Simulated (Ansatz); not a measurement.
# AlN: the cell at several levels of theory, part 1 of 2

Aim: relax AlN built on the CsCl prototype with PBE and r2SCAN and see how far the functionals disagree on the cell. This is a trial cell built on a prototype, not taken from a measured structure, and it needn't be the compound's ground state.

The runs shown are made with Ansatz 0.2.0. PAW datasets, plane waves, zero pressure. Simulation only: spin-unpolarised, and no claim that this is the phase found in nature.

## 1. The system as given

This is the cell as the run starts from it, not yet at rest; its lengths are not the crystal's.

Space group Pm-3m (No. 221), cubic; conventional cell a = 2.337 Å, 6.38 Å³ an atom. Al has 8 N at 2.02 Å; N has 8 Al at 2.02 Å.

As a file:

Space group Pm-3m (No. 221). a = 2.337 Å, b = 2.337 Å, c = 2.337 Å, α = 90.00°, β = 90.00°, γ = 90.00°
```
atom  site  symmetry       x       y       z
  Al    1a      m-3m  0.0000  0.0000  0.0000
   N    1b      m-3m  0.5000  0.5000  0.5000
```

## 2. Relaxation with PBE

input.yaml reads:

```yaml
crystal:
  lattice:
    - [2.3373090341, 0.0, 0.0]
    - [0.0, 2.3373090341, 0.0]
    - [0.0, 0.0, 2.3373090341]
  atoms:
    - { symbol: Al, position: [0.0, 0.0, 0.0] }
    - { symbol: "N", position: [0.5, 0.5, 0.5] }
kpoints:
  mp_grid: { grid: [10, 10, 10] }
hamiltonian:
  xc: pbe
scf:
  occupations: { method: fermi_dirac, width: 0.02 }
relax:
  f_tol: 0.005
  cell: {}
```

Output:

```text
Warning: RAYON_NUM_THREADS=2 ignored (pool sized by the plan → 2); use --threads N
Engine: ansatz 0.2.0, aarch64-unknown-linux-gnu
Pseudopotentials: kind: paw
Pseudopotential: Al, paw, valence charge 3, recommended cutoff 420 eV (normal), Al.paw.azcp
Pseudopotential: N, paw, valence charge 5, recommended cutoff 420 eV (normal), N.paw.azcp
Functional definition: PBE
  parameter kappa = 0.804
  parameter beta = 0.06672455060314922
  exchange = pbe_x(kappa = kappa, mu = beta*pi^2/3)
  correlation = pbe_c(beta = beta)
Crystal: 2 atoms, lattice volume = 12.769 Å³
Basis set: ecut = 420 eV, 251 PW (Γ), exchange–correlation on 32×32×32 points (8 copies of the dense FFT grid, shifted against one another)
Bands: 8, of which v1, the nominal top of the filled ones, is band 4 counted from 1 (3 counted from 0)
Symmetry: 48 space group operations
Space group: Pm-3m (ITA 221), of the structure as read, at distance tolerance 2.3e-5 Å
k-points: 56 of 1000
Non-local potential: Al, projectors of the file, l = 0: 2, l = 1: 2, l = 2: 1
Non-local potential: N, projectors of the file, l = 0: 2, l = 1: 2, l = 2: 1
PAW form: soft (Blöchl's): semilocal exchange-correlation on the pseudo side does not see the compensation charge
PAW one-centre angular grid: Al, 110 points (default); XC on 64 Gauss nodes
PAW one-centre angular grid: N, 110 points (default); XC on 64 Gauss nodes
Initial density: superposition of atomic densities (neutral atoms: chi_scale 0, normalization atom), corrected by the library's trained network
Initial wavefunctions: pseudopotential atomic-orbital guess
Functional: x = pbe(κ = 0.804, μ = 0.2195149727645171), c = pbe(β = 0.06672455060314922)
SCF iter   1: F=—  HF=-919.288106 eV  |F-HF|=—  |Δ(HF+E_count)|=         —  Δρ=9.72e-3  dr2=1.16e-2  ethr=1.77e-3  ⟨swp⟩=5.1  Hψ=3359  notcnv=0
preconditioner: auto → none  [insulator: Δε(μ)=0.104 eV  Ē_g=18.578 eV  σ=0.020 eV  W_gap=0.53  n_scr=0 (ndim 8)  ℏωp=29.4 eV  f_vac=0.000  D(μ)=0.70/eV (n_scr^D=6)  ε∞_Penn≈3.5]
SCF iter   2: F=—  HF=-919.285085 eV  |F-HF|=—  |Δ(HF+E_count)|=   3.02e-3  Δρ=2.64e-3  dr2=7.09e-4  ethr=1.45e-4  ⟨swp⟩=2.0  Hψ=1120  notcnv=0
SCF iter   3: F=—  HF=-919.284940 eV  |F-HF|=—  |Δ(HF+E_count)|=   1.45e-4  Δρ=6.36e-4  dr2=1.68e-5  ethr=8.87e-6  ⟨swp⟩=2.7  Hψ=821  notcnv=0
SCF iter   4: F=—  HF=-919.284894 eV  |F-HF|=—  |Δ(HF+E_count)|=   4.67e-5  Δρ=4.72e-5  dr2=2.40e-7  ethr=2.09e-7  ⟨swp⟩=2.2  Hψ=669  notcnv=0
iter 5 did not close the SCF: its close was put off for the readings that it lacked (scf_convergence_deferred on its scf_iter line)
SCF iter   5: F=-919.284894 eV  HF=-919.284894 eV  |F-HF|=1.34e-10  |Δ(HF+E_count)|=   4.93e-8  Δρ=2.35e-6  dr2=2.11e-10  ethr=3.00e-9  ⟨swp⟩=1.9  Hψ=569  notcnv=0
SCF iter   6: F=-919.284894 eV  HF=-919.284894 eV  |F-HF|=1.00e-11  |Δ(HF+E_count)|=  3.21e-10  Δρ=4.14e-7  dr2=1.54e-11  ethr=2.64e-12  ⟨swp⟩=1.4  Hψ=1403  notcnv=0
SCF 1 converged in 6 iterations: F = -919.284894 eV  dr2 = 1.54e-11
relax step   1: F+E_penalty+E_count = -919.28489367 eV  Δ(F+E_penalty+E_count) = +0.000e0 eV  max|allowed force component| = 5.325e-30 eV/Å  Δτ_max = 0.0000 Å  P = +127.328 GPa  Ω = 12.769 Å³  (6 SCF iters, dr2 threshold 1.00e-7 eV, accepted)
Crystal: 2 atoms, lattice volume = 14.199 Å³
Basis set: ecut = 420 eV, 257 PW (Γ), exchange–correlation on 32×32×32 points (8 copies of the dense FFT grid, shifted against one another)
Initial density: handed on by an earlier stage of this run
Initial wavefunctions: those handed on with the density
iter 1 solved again at ethr=2.26e-3 eV; its pass at ethr=3.10e-3 eV (dr2=1.81e-1 eV) is discarded
SCF iter   1: F=—  HF=-920.189088 eV  |F-HF|=—  |Δ(HF+E_count)|=         —  Δρ=3.49e-2  dr2=1.79e-1  ethr=2.26e-3  ⟨swp⟩=1.0  Hψ=4083  notcnv=0
preconditioner: auto → none  [metal: Δε(μ)=0.007 eV  Ē_g=16.960 eV  σ=0.020 eV  W_gap=0.09  n_scr=0 (ndim 8)  ℏωp=27.9 eV  f_vac=0.000  D(μ)=0.93/eV (n_scr^D=6)]
SCF iter   2: F=—  HF=-920.150644 eV  |F-HF|=—  |Δ(HF+E_count)|=   3.84e-2  Δρ=1.48e-2  dr2=3.45e-2  ethr=2.24e-3  ⟨swp⟩=1.9  Hψ=562  notcnv=0
SCF iter   3: F=—  HF=-920.138525 eV  |F-HF|=—  |Δ(HF+E_count)|=   1.21e-2  Δρ=3.68e-3  dr2=2.20e-3  ethr=4.32e-4  ⟨swp⟩=2.8  Hψ=819  notcnv=0
SCF iter   4: F=—  HF=-920.137807 eV  |F-HF|=—  |Δ(HF+E_count)|=   7.19e-4  Δρ=5.20e-4  dr2=4.19e-5  ethr=2.74e-5  ⟨swp⟩=2.8  Hψ=829  notcnv=0
SCF iter   5: F=—  HF=-920.137537 eV  |F-HF|=—  |Δ(HF+E_count)|=   2.70e-4  Δρ=1.84e-5  dr2=3.18e-8  ethr=2.50e-9  ⟨swp⟩=3.4  Hψ=1747  notcnv=0
SCF iter   6: F=-920.137537 eV  HF=-920.137537 eV  |F-HF|=5.11e-9  |Δ(HF+E_count)|=   1.49e-9  Δρ=6.54e-6  dr2=6.54e-9  ethr=3.98e-10  ⟨swp⟩=1.7  Hψ=1371  notcnv=0
SCF 2 converged in 6 iterations: F = -920.137537 eV  dr2 = 6.54e-9
relax step   2: F+E_penalty+E_count = -920.13753707 eV  Δ(F+E_penalty+E_count) = -8.526e-1 eV  max|allowed force component| = 5.095e-31 eV/Å  Δτ_max = 0.0000 Å  P = +69.190 GPa  Ω = 14.199 Å³  energy of the carried Pulay correction = -5.812e-3 eV  (6 SCF iters, dr2 threshold 2.00e-7 eV, accepted)
Crystal: 2 atoms, lattice volume = 16.321 Å³
Basis set: ecut = 420 eV, 305 PW (Γ), exchange–correlation on 32×32×32 points (8 copies of the dense FFT grid, shifted against one another)
SCF iter   1: F=—  HF=-920.752886 eV  |F-HF|=—  |Δ(HF+E_count)|=         —  Δρ=4.47e-2  dr2=3.65e-1  ethr=3.10e-3  ⟨swp⟩=5.4  Hψ=3146  notcnv=0
preconditioner: auto → none  [insulator: Δε(μ)=0.054 eV  Ē_g=15.225 eV  σ=0.020 eV  W_gap=0.51  n_scr=0 (ndim 8)  ℏωp=26.0 eV  f_vac=0.000  D(μ)=0.99/eV (n_scr^D=6)  ε∞_Penn≈3.9]
SCF iter   2: F=—  HF=-920.682388 eV  |F-HF|=—  |Δ(HF+E_count)|=   7.05e-2  Δρ=1.67e-2  dr2=5.48e-2  ethr=3.10e-3  ⟨swp⟩=1.8  Hψ=989  notcnv=0
SCF iter   3: F=—  HF=-920.668111 eV  |F-HF|=—  |Δ(HF+E_count)|=   1.43e-2  Δρ=1.95e-3  dr2=7.15e-4  ethr=6.85e-4  ⟨swp⟩=2.8  Hψ=773  notcnv=0
SCF iter   4: F=—  HF=-920.667876 eV  |F-HF|=—  |Δ(HF+E_count)|=   2.36e-4  Δρ=1.57e-4  dr2=4.09e-6  ethr=8.94e-6  ⟨swp⟩=2.9  Hψ=737  notcnv=0
SCF iter   5: F=—  HF=-920.667448 eV  |F-HF|=—  |Δ(HF+E_count)|=   4.27e-4  Δρ=2.62e-5  dr2=1.25e-7  ethr=2.50e-9  ⟨swp⟩=2.6  Hψ=1612  notcnv=0
SCF iter   6: F=-920.667448 eV  HF=-920.667448 eV  |F-HF|=2.72e-11  |Δ(HF+E_count)|=   2.61e-8  Δρ=7.16e-7  dr2=3.99e-11  ethr=1.56e-9  ⟨swp⟩=1.9  Hψ=1403  notcnv=0
SCF 3 converged in 6 iterations: F = -920.667448 eV  dr2 = 3.99e-11
relax step   3: F+E_penalty+E_count = -920.66744806 eV  Δ(F+E_penalty+E_count) = -5.299e-1 eV  max|allowed force component| = 5.013e-31 eV/Å  Δτ_max = 0.0000 Å  P = +17.027 GPa  Ω = 16.321 Å³  energy of the carried Pulay correction = -1.340e-2 eV  (6 SCF iters, dr2 threshold 2.00e-7 eV, accepted)
[... from here on, the SCF cycles and remarks between the steps are left out ...]
relax step   4: F+E_penalty+E_count = -920.71501019 eV  Δ(F+E_penalty+E_count) = -4.756e-2 eV  max|allowed force component| = 3.287e-31 eV/Å  Δτ_max = 0.0000 Å  P = -3.409 GPa  Ω = 17.660 Å³  energy of the carried Pulay correction = -1.764e-2 eV  (6 SCF iters, dr2 threshold 2.00e-7 eV, accepted)
relax step   5: F+E_penalty+E_count = -920.71859256 eV  Δ(F+E_penalty+E_count) = -3.582e-3 eV  max|allowed force component| = 1.167e-30 eV/Å  Δτ_max = 0.0000 Å  P = -0.010 GPa  Ω = 17.402 Å³  energy of the carried Pulay correction = -1.685e-2 eV  (6 SCF iters, dr2 threshold 2.00e-7 eV, accepted)
relax step   6: F+E_penalty+E_count = -920.79868718 eV  Δ(F+E_penalty+E_count) = -8.009e-2 eV  max|allowed force component| = 1.150e-31 eV/Å  Δτ_max = 0.0000 Å  P = +4.971 GPa  Ω = 17.402 Å³  stress off target by 4.97e0 GPa  SCF on the basis re-selected at this cell (its energy is not comparable with the rows above)  (7 SCF iters)
relax step   7: F+E_penalty+E_count = -920.80382855 eV  Δ(F+E_penalty+E_count) = -5.141e-3 eV  max|allowed force component| = 3.024e-30 eV/Å  Δτ_max = 0.0000 Å  P = +0.629 GPa  Ω = 17.777 Å³  energy of the carried Pulay correction = -1.324e-3 eV  (6 SCF iters, dr2 threshold 2.00e-7 eV, accepted)
relax step   8: F+E_penalty+E_count = -920.80372681 eV  Δ(F+E_penalty+E_count) = +1.017e-4 eV  max|allowed force component| = 9.286e-31 eV/Å  Δτ_max = 0.0000 Å  P = +0.025 GPa  Ω = 17.833 Å³  energy of the carried Pulay correction = -1.540e-3 eV  (6 SCF iters, dr2 threshold 2.00e-7 eV, accepted)
relax step   9: F+E_penalty+E_count = -920.80528307 eV  Δ(F+E_penalty+E_count) = -1.556e-3 eV  max|allowed force component| = 1.175e-30 eV/Å  Δτ_max = 0.0000 Å  P = +0.057 GPa  Ω = 17.833 Å³  stress off target by 5.71e-2 GPa  SCF on the basis re-selected at this cell (its energy is not comparable with the rows above)  (6 SCF iters)
relax step  10: F+E_penalty+E_count = -920.80526674 eV  Δ(F+E_penalty+E_count) = +1.633e-5 eV  max|allowed force component| = 1.183e-30 eV/Å  Δτ_max = 0.0000 Å  P = +0.000 GPa  Ω = 17.838 Å³  energy of the carried Pulay correction = -1.728e-5 eV  (6 SCF iters, dr2 threshold 8.14e-9 eV, accepted)
iter 1 solved again at ethr=9.62e-8 eV; its pass at ethr=3.10e-3 eV (dr2=7.69e-6 eV) is discarded
SCF iter   1: F=—  HF=-920.805229 eV  |F-HF|=—  |Δ(HF+E_count)|=         —  Δρ=5.74e-6  dr2=1.61e-9  ethr=9.62e-8  ⟨swp⟩=2.4  Hψ=4406  notcnv=0
eigensolver tolerance schedule: the retry pair's looser diagonalisation over-reported the residual by 4769.69 of it (diagonalisation noise at 0.17 of the residual, at the tolerance the schedule requests for it); recorded, not acted on — ethr = c·dr2/N_el stays at c = 1.0e-1
SCF iter   2: F=—  HF=-920.805310 eV  |F-HF|=—  |Δ(HF+E_count)|=   8.07e-5  Δρ=2.49e-6  dr2=6.26e-10  ethr=2.02e-11  ⟨swp⟩=3.1  Hψ=830  notcnv=0
SCF iter   3: F=—  HF=-920.805310 eV  |F-HF|=—  |Δ(HF+E_count)|=  2.21e-10  Δρ=1.48e-6  dr2=1.89e-10  ethr=7.83e-12  ⟨swp⟩=1.0  Hψ=448  notcnv=0
iter 4 did not close the SCF: its close was put off for the readings that it lacked (scf_convergence_deferred on its scf_iter line)
SCF iter   4: F=-920.805310 eV  HF=-920.805310 eV  |F-HF|=1.14e-13  |Δ(HF+E_count)|=  1.82e-10  Δρ=8.39e-8  dr2=6.56e-13  ethr=2.36e-12  ⟨swp⟩=2.1  Hψ=671  notcnv=0
iter 5 did not close the SCF: its close was put off for the readings that it lacked (scf_convergence_deferred on its scf_iter line)
SCF iter   5: F=-920.805310 eV  HF=-920.805310 eV  |F-HF|=2.27e-13  |Δ(HF+E_count)|=  5.68e-13  Δρ=2.52e-8  dr2=9.54e-14  ethr=1.00e-12  ⟨swp⟩=1.0  Hψ=448  notcnv=0
iter 6 did not close the SCF: its close was put off for the readings that it lacked (scf_convergence_deferred on its scf_iter line)
SCF iter   6: F=-920.805310 eV  HF=-920.805310 eV  |F-HF|=3.41e-13  |Δ(HF+E_count)|=  1.14e-13  Δρ=1.01e-8  dr2=1.25e-14  ethr=1.00e-12  ⟨swp⟩=1.0  Hψ=448  notcnv=0
iter 7 did not close the SCF: its close was put off for the readings that it lacked (scf_convergence_deferred on its scf_iter line)
SCF iter   7: F=-920.805310 eV  HF=-920.805310 eV  |F-HF|=0.00e0  |Δ(HF+E_count)|=  1.14e-13  Δρ=4.15e-9  dr2=2.19e-15  ethr=1.00e-12  ⟨swp⟩=1.0  Hψ=448  notcnv=0
SCF iter   8: F=-920.805310 eV  HF=-920.805310 eV  |F-HF|=0.00e0  |Δ(HF+E_count)|=    0.00e0  Δρ=8.31e-10  dr2=9.17e-17  ethr=1.00e-12  ⟨swp⟩=1.3  Hψ=1151  notcnv=0
SCF 11 converged in 8 iterations: F = -920.805310 eV  dr2 = 9.17e-17
relax step  11: F+E_penalty+E_count = -920.80530974 eV  Δ(F+E_penalty+E_count) = -4.300e-5 eV  max|allowed force component| = 3.648e-30 eV/Å  Δτ_max = 0.0000 Å  P = +0.001 GPa  Ω = 17.838 Å³  stress off target by 1.18e-3 GPa  SCF on the basis re-selected at this cell (its energy is not comparable with the rows above)  (8 SCF iters)
basis re-selected at this cell: Δ(F+E_penalty+E_count) = -4.300e-5 eV, ΔP = +0.001 GPa vs the last step (what re-selecting the basis moved, of the pressure what is left beyond the Pulay correction that the steps carried, after the strain that the cell walked since its last selection, with what the two solves' SCF thresholds leave and, on support functions, any second-order correction that the steps lacked; it is no measure of the basis error at this ecutwfc). This SCF's stress stands 1.18e-3 GPa from its target on what of the cell is left free (relax.cell.stress_tol is 5.00e-2 GPa) and its largest allowed force component is 3.65e-30 eV/Å (relax.f_tol is 5.00e-3 eV/Å): within both
SCF converged after 8 iterations
Free energy (F): -920.805310 eV
Harris-Foulkes:  -920.805310 eV  (|F-HF|=0.00e0)
Internal energy: -920.804192 eV  (E = F + TS)
E sigma→0 (E₀):  -920.804751 eV
Entropy (-TS):   -0.001118 eV (-0.559 meV/atom)
Fermi energy:    11.886660 eV
--- Per-component energies (eV) ---
  E_band       = 38.786968
  E_kinetic    = 157.106165
  E_local      = -167.071696  (includes V_loc(G=0)·N_el)
  E_nonlocal   = 54.796607
  E_hartree    = 61.791899
  E_xc         = -101.540476
  E_vxc        = -107.754937  (∫ρ·V_xc dr)
  E_paw        = -593.773114  (= ΣΔE_a)
  E_vpaw       = -21.873059  (= ΣTr[D̂ρ^β])
  E_aug_tail   = 0.000090  (compensation charges beyond the density's cutoff)
  E_ewald      = -332.113667
  E_smearing   = -0.001118  (= −TS)
  E_closure    = 0.000000  (closes the sum)
  Σ components = -920.805310   (vs F -920.805310, Δ=0.00e0)
--- Forces (eV/Å), atoms counted from 1 ---
  atom   1  Al     0.00000000     0.00000000     0.00000000
  atom   2  N      0.00000000     0.00000000    -0.00000000
  max |Σ_I F_I| component: 7.43e-30 eV/Å
--- Stress (GPa, compression-positive) ---
        0.001185      -0.000000       0.000000
       -0.000000       0.001185      -0.000000
        0.000000      -0.000000       0.001185
  P = ⅓ Tr σ = 0.0012 GPa (0.012 kbar)
--- Relaxed structure (8 steps of the walk, 8 accepted, 3 SCFs on fresh bases) ---
  F+E_penalty+E_count = -920.80530974 eV   max|allowed force component| = 3.648e-30 eV/Å   (the final SCF, on the basis selected at the relaxed cell)
  cell:  # Å, volume = 17.8381 Å³
    - [2.612862145104956, -6.419766481290784e-35, 1.364200377274292e-34]
    - [-1.0913603018194337e-33, 2.612862145104956, -3.209883240645393e-35]
    - [-3.7716128077583367e-34, -3.209883240645393e-35, 2.612862145104956]
  atoms:
    - { symbol: Al, position: [2.8298362088242236e-48, 2.5858848115117907e-48, -2.746648555081944e-35] }
    - { symbol: N, position: [0.49999999999999994, 0.49999999999999994, 0.49999999999999994] }
```

It took 7.5 s on 2 threads of an Arm CPU, shared host; peak memory 0.26 GiB.

Step by step:

```csv
step,energy change (meV/atom),largest force (eV/Å),pressure (GPa),volume (Å³/atom)
1,0.0,0.0000,127.33,6.384
2,-426.3,0.0000,69.19,7.099
3,-691.3,0.0000,17.03,8.161
4,-715.1,0.0000,-3.41,8.830
5,-716.8,0.0000,-0.01,8.701
6,-756.9,0.0000,4.97,8.701
7,-759.5,0.0000,0.63,8.889
8,-759.4,0.0000,0.03,8.916
9,-760.2,0.0000,0.06,8.916
10,-760.2,0.0000,0.00,8.919
11,-760.2,0.0000,0.00,8.919
```

Steps 6, 9 solve the same cell on a plane-wave basis chosen anew, so the energy can jump there without a move.

The table lists every geometry solved, with passes on a fresh basis, whose energies don't compare exactly with the rows above.

```
                       before  after    change
                a (Å)   2.337  2.613  +11.79 %
     volume (Å³/atom)   6.384  8.919  +39.70 %
shortest distance (Å)   2.024  2.263  +11.79 %
          space group   Pm-3m  Pm-3m      same
```

(Continued in part 2 of 2.)
